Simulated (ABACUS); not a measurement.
**NiO under changes of volume**

One of the cells (9.076 Å³/atom); the others are scaled copies at fixed shape and fractional positions:

```
Ni O
1.0
     0.00000    2.08590    2.08590
     2.08590    0.00000    2.08590
     2.08590    2.08590    0.00000
Ni O
1 1
Direct
  0.00000 0.00000 0.00000
  0.50000 0.50000 0.50000
```

| Property | Result |
| --- | --- |
| Program | ABACUS 3.10.1 |
| Functional | PBE |
| Potentials or basis | PseudoDojo NC SR 0.4.1 PBE standard |
| Cutoff | 1361 eV |
| Density cutoff | 5442 eV |
| Basis | TZDP LCAO (the cutoffs set its grid) |
| k mesh | 11 × 11 × 11 |
| Occupations | fermi-dirac, width 0.05 eV |
| Spin | collinear spin, ferromagnetic start |
| Starting moments | [1.0, 0.0] μB |

| volume (Å³/atom) | energy over the lowest point (meV/atom) | pressure (GPa) | moment (μB per cell) |
| --- | --- | --- | --- |
| 8.531 | 48.37 | 19.0 | 1.58 |
| 8.713 | 29.58 | 14.2 | 1.65 |
| 8.894 | 15.59 | 10.1 | 1.74 |
| 9.076 | 6.00 | 6.2 | 1.79 |
| 9.257 | 0.90 | 2.4 | 1.83 |
| 9.439 | 0.00 | -1.0 | 1.87 |
| 9.620 | ? | ? | ? |

Problem. What does the run at 9.620 Å³/atom give?

Solution. Energy over the lowest point 2.60 meV/atom; pressure -4.1 GPa; moment 1.89 μB per cell.

Worked out: A Birch-Murnaghan fit of order 3 (a polynomial in V^(-2/3)) to the other rows has its minimum at 9.39 Å³/atom with B0 = V·E''(V) = 188 GPa (rough, since the energies scatter). It gives 3.18 meV/atom at 9.620 Å³/atom, against the run's 2.60, and -dE/dV = -4.6 GPa, against -4.1. A parabola through the other rows of the moment, of slope 0.0805 μB per Å³/atom there, extrapolates to 1.89 μB, against the run's 1.89.

Energies are extrapolated to zero smearing.

Caveats: the atomic orbitals were generated for these runs and aren't a published set; the basis of atomic orbitals isn't converged, which shifts pressures, moduli and gaps; a cell with one magnetic atom can't hold antiferromagnetic order, which such compounds often take.
